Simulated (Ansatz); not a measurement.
Calculation for Ca (bcc type): DFT, PBE, all-electron LAPW, scalar-relativistic (Ansatz 0.2.0). This run: volume at 0.43 of the series' base cell.

The cell comes from a relaxation on PAW files under the same functional, begun from a prototype that needn't be the stable phase.

Command: `ansatz run input.yaml --threads 1 --pin off --max-ram 2048MiB --backend cpu --events-out ev --progress --plain --runs-dir out` It took 4 s on 1 thread of Arm Neoverse V1, on a shared host, peak memory 0.22 GiB.

```yaml
crystal:
  lattice:
    - [-1.6550622004, 1.6550622004, 1.6550622004]
    - [1.6550622004, -1.6550622004, 1.6550622004]
    - [1.6550622004, 1.6550622004, -1.6550622004]
  atoms:
    - { symbol: Ca, position: [0.0, 0.0, 0.0] }
kpoints:
  mp_grid: { grid: [12, 12, 12] }
  band_path:
    path:
      - [0.0, 0.0, 0.0]
      - [0.5, -0.5, 0.5]
      - [0.0, 0.0, 0.5]
      - [0.0, 0.0, 0.0]
      - [0.25, 0.25, 0.25]
      - [0.5, -0.5, 0.5]
      - [0.25, 0.25, 0.25]
      - [0.0, 0.0, 0.5]
    npoints: 8
scf:
  occupations: { method: fermi_dirac, width: 0.05 }
hamiltonian:
  xc: pbe
  pseudopotentials: { kind: all_electron, lapw: { basis_error: 0.001 } }
output:
  forces: true
  stress: true
  eigenvalues: true
  populations: true
  dos: { projected: true, de: 0.2, e_range: [-14, 8] }
```

Output:

```
Ca: projections on atomic orbitals take those of the free atom 1s2 2s2 2p6 3s2 3p6 4s2, of charge +0.00 (hamiltonian.pseudopotentials.projection_atoms)
LAPW: plane waves up to 6.905 Å⁻¹, error target 1.0e-3 eV per atom; small_component_spin mean_spin; Ca in spheres of 1.433 Å, 10 of its electrons in bands, Dirac shells [] (how accurate: hamiltonian.pseudopotentials.lapw.basis_error, Limitations)
Engine: ansatz 0.2.0
Pseudopotentials: kind: all_electron
Pseudopotential: Ca, LAPW, valence charge 10, lapw/all_electron/scalar/gaussian/Ca, Koelling and Harmon's equation, gaussian nucleus
Functional definition: PBE
  parameter kappa = 0.804
  parameter beta = 0.06672455060314922
  exchange = pbe_x(kappa = kappa, mu = beta*pi^2/3)
  correlation = pbe_c(beta = beta)
Crystal: 1 atoms, lattice volume = 18.134 Å³
Basis set: ecut = 181.66161473502973 eV, 87 PW (Γ), exchange–correlation at level 2
Bands: 9, of which v1, the nominal top of the filled ones, is band 5 counted from 1 (4 counted from 0)
Symmetry: 48 space group operations
Space group: Im-3m (ITA 229), of the structure as read, at distance tolerance 2.6e-5 Å
k-points: 72 of 1728
Non-local potential: Ca, projectors of the file, none
Initial density: superposition of atomic densities (chi_scale 0.1, normalization cell)
Initial wavefunctions: plane waves of lowest kinetic energy (no species holds an atomic orbital)
Functional: x = pbe(κ = 0.804, μ = 0.2195149727645171), c = pbe(β = 0.06672455060314922)
iter 1 solved again at ethr=7.52e-5 eV; its pass at ethr=1.00e-1 eV (dr2=7.52e-3 eV) is discarded
SCF iter   1: F=—  HF=-18512.368537 eV  |F-HF|=—  |Δ(HF+E_count)|=         —  Δρ=8.46e-3  dr2=7.50e-3  ethr=7.52e-5  ⟨swp⟩=3.3  Hψ=5259  notcnv=0
preconditioner: auto → none  [metal: Δε(μ)=0.094 eV  Ē_g=20.289 eV  σ=0.050 eV  W_gap=0.41  n_scr=0 (ndim 8)  ℏωp=24.7 eV  f_vac=0.000  D(μ)=0.55/eV (n_scr^D=0)]
SCF iter   2: F=—  HF=-18512.372705 eV  |F-HF|=—  |Δ(HF+E_count)|=   4.17e-3  Δρ=4.55e-3  dr2=2.24e-3  ethr=7.50e-5  ⟨swp⟩=2.0  Hψ=1957  notcnv=0
iter 3 solved again at ethr=6.50e-8 eV; its pass at ethr=2.24e-5 eV (dr2=6.50e-6 eV) is discarded
SCF iter   3: F=—  HF=-18512.375012 eV  |F-HF|=—  |Δ(HF+E_count)|=   2.31e-3  Δρ=2.61e-4  dr2=6.42e-6  ethr=6.50e-8  ⟨swp⟩=2.7  Hψ=3461  notcnv=0
SCF iter   4: F=—  HF=-18512.375003 eV  |F-HF|=—  |Δ(HF+E_count)|=   8.44e-6  Δρ=5.26e-5  dr2=3.39e-7  ethr=6.42e-8  ⟨swp⟩=3.0  Hψ=2039  notcnv=0
SCF iter   5: F=-18512.375003 eV  HF=-18512.375003 eV  |F-HF|=8.86e-9  |Δ(HF+E_count)|=   1.21e-7  Δρ=4.68e-6  dr2=2.21e-9  ethr=3.39e-9  ⟨swp⟩=2.1  Hψ=1965  notcnv=0
SCF 1 converged in 5 iterations: F = -18512.375003 eV  dr2 = 2.21e-9
NSCF: frozen V_eff on 57 k-points
SCF converged after 5 iterations
Free energy (F): -18512.375003 eV
Harris-Foulkes:  -18512.375003 eV  (|F-HF|=8.86e-9)
Internal energy: -18512.370110 eV  (E = F + TS)
E sigma→0 (E₀):  -18512.372556 eV
Entropy (-TS):   -0.004894 eV (-4.894 meV/atom)
Fermi energy:    14.117913 eV
--- Per-component energies (eV) ---
  E_band       = -70.288778
  E_kinetic    = 18672.674974
  E_xc         = -988.646294
  E_electrostatic = -36196.398790  (all electrons and nuclei)
  E_smearing   = -0.004894  (= −TS)
  E_closure    = 0.000000  (closes the sum)
  E_atoms      = -18512.560587  (free atoms, spherical and without spin; not in F)
  Σ components = -18512.375003   (vs F -18512.375003, Δ=0.00e0)
  Basis errors (estimates in eV, not in F): energy 3.2e-4 per atom: plane waves 2.9e-4 (1.5e-4 summed), levels above the bands 9.0e-51, relativity 9.1e-9, radial functions 2.4e-5, core shells 1.3e-6; eigenvalues (radial functions only) 1.5e-6; not estimated: angular momenta, meshes, grids; target (lapw.basis_error) 1.0e-3; muffin-tin radii Ca 1.433 Å
--- Forces (eV/Å), atoms counted from 1 ---
  atom   1  Ca     0.00000000    -0.00000000    -0.00000000
  max |Σ_I F_I| component: 1.56e-31 eV/Å
--- Stress (GPa, compression-positive) ---
       48.897631       0.000000       0.000000
        0.000000      48.897631       0.000000
        0.000000       0.000000      48.897631
  P = ⅓ Tr σ = 48.8976 GPa (488.976 kbar)
--- Band table (eV; the first three rows and the last of 72) ---
  k-point 0: bands = ["-26.5543", "-6.5494", "-6.5494", "-6.5494", "9.6930", "17.5624", "17.5624", "17.5624", "19.9045"]
  k-point 1: bands = ["-26.5249", "-6.6948", "-6.5879", "-6.5520", "9.9810", "17.3630", "17.4634", "17.8151", "19.6369"]
  k-point 2: bands = ["-26.4435", "-7.0775", "-6.6915", "-6.5591", "10.7551", "16.8693", "17.0029", "18.5455", "19.3814"]
  k-point 71: bands = ["-25.8034", "-7.7705", "-7.7705", "-7.7705", "12.4635", "12.4635", "22.1860", "22.1860", "22.1860"]
--- Löwdin populations: 1 site ---
  site symbol       q [e]
     0     Ca     19.2801
  spilling = 0.035997 (of n_electrons = 20.000000)
```

populations.tsv:

```
# site	symbol	l	j	q
# orbitals = lowdin
# n_electrons = 20.000000
# spilling = 0.035997
# projection_atom_Ca: 1s2 2s2 2p6 3s2 3p6 4s2
0	Ca	0_1S	-	1.999981
0	Ca	0_2S	-	1.998824
0	Ca	0_3S	-	1.973085
0	Ca	0_4S	-	1.331739
0	Ca	1_2P	-	5.999982
0	Ca	1_3P	-	5.976441
```

The structure type is held throughout; the real material can change phase at far lower pressure.
